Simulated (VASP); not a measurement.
Ni: equation of state with PBE

Ni:

```xyz
1
Lattice="-1.3837 1.3837 1.3837 1.3837 -1.3837 1.3837 1.3837 1.3837 -1.3837" Properties=species:S:1:pos:R:3 pbc="T T T"
Ni    0.0000    0.0000    0.0000
```

This isn't the form of Ni at room conditions, which is fcc.

```
Program                : VASP 6.6.1
Task                   : equation of state
Functional             : PBE
Potentials or basis    : VASP PAW PBE potentials, release 64 (Ni)
Cutoff                 : 520 eV
k mesh                 : 13 × 13 × 13
Occupations            : fermi-dirac, width 0.05 eV
Spin                   : collinear spin, ferromagnetic start
Starting moments       : [1.0] μB
Further INCAR settings : ALGO = Normal; EDIFF = 1e-07; NBANDS = 15
```

- Equilibrium volume: 11.00 Å³/atom
- Bulk modulus: 189 GPa
- Pressure derivative of the bulk modulus: 4.6

Energy against volume, from the lowest point:
```tsv
volume (Å³/atom)	energy (meV/atom)
9.962	69.27
10.174	42.17
10.385	22.37
10.597	9.18
10.809	1.94
11.021	0.00
11.233	2.81
```

All runs of the series together: 4.2 min on 1 thread of Intel(R) Xeon(R) Platinum 8375C CPU @ 2.90GHz (Ice Lake), on a shared host.
